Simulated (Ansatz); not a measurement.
# A computed series for InCuS2: carrier doping

Take InCuS2 in the chalcopyrite structure (space group I-42d, No. 122; a = 5.522 Å, c = 11.130 Å) as the base.

Carriers are added at fixed cell with a uniform background; the Fermi–Dirac width is that of 300 K.

Computed with Kohn–Sham DFT with the r2SCAN functional, run in Ansatz (a program for electronic structure) with PAW and 500 eV plane waves, without spin-orbit coupling.

Notes on the quantities. Fermi level from band edge: Fermi level relative to the doped band's edge (positive inside the band; to 0.05 eV).

```json
[
 {"variant": "undoped", "Fermi level from band edge": "–", "largest internal atomic displacement": "–", "gap between the host's bands": "0.36 eV"},
 {"variant": "electrons 2.0×10^21 cm⁻³", "Fermi level from band edge": "+1.25 eV", "largest internal atomic displacement": "0.017 Å", "gap between the host's bands": "0.30 eV"},
 {"variant": "electrons 3.0×10^21 cm⁻³", "Fermi level from band edge": "+1.35 eV", "largest internal atomic displacement": "0.028 Å", "gap between the host's bands": "0.27 eV"},
 {"variant": "electrons 7.0×10^21 cm⁻³", "Fermi level from band edge": "+1.55 eV", "largest internal atomic displacement": "0.078 Å", "gap between the host's bands": "0.08 eV"},
 {"variant": "holes 2.0×10^21 cm⁻³", "Fermi level from band edge": "+0.20 eV", "largest internal atomic displacement": "–", "gap between the host's bands": "0.51 eV"},
 {"variant": "holes 3.0×10^21 cm⁻³", "Fermi level from band edge": "+0.25 eV", "largest internal atomic displacement": "0.013 Å", "gap between the host's bands": "0.58 eV"},
 {"variant": "holes 7.0×10^21 cm⁻³", "Fermi level from band edge": "+0.45 eV", "largest internal atomic displacement": "0.031 Å", "gap between the host's bands": "0.80 eV"}
]
```

Carriers are added with a uniform compensating background; total energy and stress of such cells depend on the potential's zero and are not compared; many-body gap narrowing is missing at this level. No phonon test of stability was made. The final runs are not spin-polarised.
